The electrons of a crystal come out of a band calculation as waves that run through the whole solid, while a chemist draws them as pairs sitting in bonds. Wannier functions connect the two pictures. They are combinations of the filled waves, chosen so that each function is as compact as possible, and together they describe exactly the same electrons. In a form of diamond with eight atoms in its cell, fourteen such functions are enough to work out where two more must lie.

GPAW 26.7.0 calculation of 4H diamond (8 atoms, a = 2.522 Å, c = 8.237 Å) at the given geometry, with the vdW-DF2 functional, PAW data sets, an 800 eV plane-wave cutoff and a 12×12×4 k mesh. The Wannier functions were built from the filled bands with ASE on a 4×4×4 k mesh, from random initial functions and with the "var" functional, which penalises unequal spreads.

```
row  function a (fractional)  function b (fractional)  function c (fractional)  function spread (angstrom^2)
  1                    0.832                    0.663                    0.618                         1.106
  2                    0.667                    0.833                    0.366                         1.226
  3                    0.832                    0.169                    0.618                         1.141
  4                    0.992                    0.001                    0.994                         1.265
  5                    0.165                    0.330                    0.368                         1.093
  6                    0.008                    0.008                    0.493                         1.297
  7                        ?                        ?                        ?                             ?
  8                    0.334                    0.168                    0.867                         1.214
  9                    0.666                    0.834                    0.120                         1.048
 10                    0.334                    0.167                    0.619                         1.147
 11                    0.676                    0.339                    0.743                         1.311
 12                    0.326                    0.674                    0.243                         1.328
 13                    0.166                    0.334                    0.119                         1.113
 14                    0.836                    0.164                    0.866                         1.187
 15                    0.169                    0.830                    0.115                         1.240
 16                        ?                        ?                        ?                             ?
```

The columns function a, function b and function c give the centre of each function as fractions of the three cell edges, so that 0.992 lies just short of the next cell and means the same as −0.008. The function spread is the mean square distance of the function's density from its centre. Rows 7 and 16 are to be predicted.

The number of functions follows from counting electrons. Eight carbon atoms bring four valence electrons each, and these 32 electrons fill sixteen bands in pairs. Eight atoms with four bonds each, every bond shared by two atoms, also make sixteen bonds. The match allows one function per bond but doesn't prove it, since the count says nothing about positions.

The positions follow from what the filled bands are made of. Two hybrid orbitals that point at each other from neighbouring atoms form a bonding combination, low in energy, and an antibonding one, high in energy. The filled bands consist mainly of the bonding combinations. A function sitting on one atom alone would need bonding and antibonding parts in nearly equal amounts, and the antibonding parts belong mostly to the empty bands. The most compact functions that the filled bands allow are therefore centred between atoms.

The known rows bear this out. The crystal is the 4H stacking of diamond, in which puckered layers are joined by bonds that run straight along the c edge. Rows 4, 6, 11 and 12 lie at the middles of these upright bonds, and a cell has only four of them. The other ten known centres lie on oblique bonds within the puckered layers.

Each of the four puckered layers in the cell has three oblique bonds, which makes twelve. The layers near heights 0.12 and 0.62 already have their three centres. Those near 0.37 and 0.87 have two each. The pattern thus has two vacant places, one in each of these layers.

There is a stronger reason than tidiness for putting the last two functions there. Wannier functions are orthogonal to one another, so the last two must be built from what the other fourteen leave of the filled states. What is left is essentially the bonding combinations of the two unoccupied bonds. These lie half a cell apart in height, and a mixture of them would be spread over two distant places. Compactness therefore keeps them separate, one function on each bond.

The height of the lower vacant place can be worked out from the shape of a tetrahedral bond network. Let L be the bond length. An upright bond has height L and a puckered layer has thickness L/3, so four of each make a cell of height 16L/3. From the middle of an upright bond to the middle of the next puckered layer is half a bond plus half a layer:

L/2 + L/6 = 2L/3

(2L/3) / (16L/3) = 1/8

The oblique bonds therefore have their middles at heights 1/8, 3/8, 5/8 and 7/8, and the lower vacant place is at 3/8.

Its position within the layer follows from the neighbours of one atom. An atom above the corner of the cell has three oblique bonds in this layer, with middles at (1/6, 1/3), (2/3, 5/6) and (1/6, 5/6). Row 5 occupies the first and row 2 the second, which leaves the third. The upper vacant place follows with the help of symmetry: half a turn about the c direction, combined with a rise of half a cell, carries these three bonds into those of the upper layer, with middles at (5/6, 2/3), (1/3, 1/6) and (5/6, 1/6). Row 8 occupies the second and row 14 the third, which leaves the first.

One correction comes from the table itself. The known centres lie slightly below the ideal heights, by 0.007 of the cell edge on average over the fourteen rows, or about 0.06 Å. This can't be an electric polarisation, because the crystal has a centre of inversion. It may be a small offset of the origin or a numerical error of the localisation; the centres alone don't tell which. With this one fitted number included, no known centre is further than about 0.03 Å from its predicted place.

The forecast for the two centres, with each coordinate good to 0.01, is

lower place: (0.167, 0.833, 0.368)

upper place: (0.833, 0.667, 0.868)

Which of them is row 7 and which is row 16 can't be predicted. The search for compact functions began from random ones, and the row numbers follow no order in space. The forecast is for the pair, and the heights will show which is which.

The spreads are a harder matter. Symmetry makes the twelve oblique bonds equivalent, so their functions should have one common spread. The ten known ones instead run from 1.048 to 1.240 Å². Such a difference between equivalent bonds is a fault of the localisation and no property of the bonds. The best that can be done is to take the mean of the ten and let their scatter set the error, which gives 1.15 ± 0.15 Å² for both functions. The range is meant to catch a new value about nineteen times in twenty if the scatter is random and normally distributed.

A finer forecast is tempting. Seen from above, the oblique bonds point in three directions, and the three known functions of one direction, rows 1, 5 and 13, agree to within 0.02 Å². If direction governed the spread, the upper function should have about 1.10 Å² and the lower one about 1.19 Å². Yet when each known row is predicted from the others, the typical error is 0.07 Å² with or without the direction. The plain mean therefore remains the forecast.

The withheld rows as computed:

```
row  function a (fractional)  function b (fractional)  function c (fractional)  function spread (angstrom^2)
  7                    0.165                    0.835                    0.369                         1.068
 16                    0.834                    0.669                    0.870                         1.018
```

Row 7 is the lower function and row 16 the upper one. Each coordinate agrees with the forecast to about 0.002, well inside the stated 0.01. In length the misses are 0.012 and 0.019 Å, hardly more than a hundredth of a bond. Neither row had any part in fixing the common shift, and the search began from random functions and not from bonds, so this is a real success for the picture of one electron pair per bond.

The spreads also fall inside their range, but with less credit. Both are below the mean, row 7 by 0.08 Å² and row 16 by 0.13 Å². At 1.018 Å², row 16 is more compact than any of the ten functions from which the forecast was made. The wide error bar was needed, and a forecast based on the full symmetry of the crystal, with one sharp value for all oblique bonds, would have failed.

The finer forecast fares hardly better, though it has the order of the two right. Row 16 belongs to the direction whose three known spreads agreed so closely, and it falls clearly below them. Row 7 should have been the larger of the two by about 0.09 Å² and is larger by only 0.05 Å², with both values well under their forecasts. Three similar numbers had looked like a rule, and a fourth was enough to spoil it.

Why can a calculation place a function so well and yet measure its size so unevenly? The centre is an average of position, in which density on opposite sides cancels. The spread is an average of squared distance, in which it adds up, and remote density counts most. Suppose that one hundredth of the density moves from near the centre to a distance of 2.5 Å, half of it to each side. The centre stays where it was, while the spread grows by roughly

0.01 × (2.5 Å)² ≈ 0.06 Å²

This is about the scatter among the oblique functions. The estimate is only an illustration, but it shows how slight a difference in the tails is enough.

Differences of this kind can survive because the search is a numerical one. Begun from random functions, it can settle on an arrangement that isn't the best. The data makers' tests on other systems carry the warning that the best result was found from only one start. For this crystal the record doesn't tell how many starts were made or whether they agreed, so a better arrangement can't be ruled out. The search also used a rule that favours equal spreads, which means that the values aren't those of the usual maximally localised functions. That equivalent bonds still differ shows that the solution hasn't the full symmetry of the crystal.

The same caution applies to the upright bonds. Their four spreads, from 1.265 to 1.328 Å², are larger than those of all twelve oblique bonds. Symmetry allows a difference, since upright and oblique bonds aren't equivalent. But the mesh used for the localisation covers about 10 Å within the layers and 33 Å along c, so it may treat the two kinds of bond unequally. Deciding this would take a finer mesh and a comparison of several random starts, and until then the larger spreads are no sign of weaker or looser bonds.

The reasoning carries over to other tetrahedral crystals. Silicon carbide in the same 4H stacking has the same number of valence electrons and bonds in its cell, and so again sixteen functions, one to a bond. Its bonds join unlike atoms, however, and carbon attracts electrons more strongly than silicon. The centres therefore move from the middles of the bonds towards carbon. In diamond both ends of a bond are carbon, and the middle is a good forecast even for the oblique bonds, where symmetry doesn't strictly require it.

For diamond as a semiconductor in power devices, the centres describe the undoped starting point, in which every valence electron is tied up in a bond. A boron atom in place of carbon brings one electron too few to complete this pattern, which is why it acts as an acceptor. How easily the resulting holes move can't be read from the spreads.
